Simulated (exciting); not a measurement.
Runs of exciting (release sodium) on BN. It takes space group F-43m (No. 216, cubic). Conventional cell: a = 3.626 Å, b = 3.626 Å, c = 3.626 Å, α = 90.00°, β = 90.00°, γ = 90.00°. N (site symmetry -43m) has 4 B at 1.57 Å as nearest neighbours. Around B (site symmetry -43m) lie 4 N at 1.57 Å. The cell is a database's computed one.

```csv
level,outputlevel,gap on the mesh (eV)
PBEsol,normal,4.35
RPBE,high,4.57
revPBE,high,4.56
LDA,low,(a)
```

Alike in all rows: task band structure; potentials or basis all-electron LAPW+lo, shipped species files, valence relativity iora*; no spin polarisation; cell as given; k mesh 13 × 13 × 13; smearing fermi-dirac 0.05 eV; rgkmax 7.5.

Q: Fill in the values left out.

A: (a) 4.42.

A k mesh can miss the band edges.

Runs at the PBE level aren't shown here.
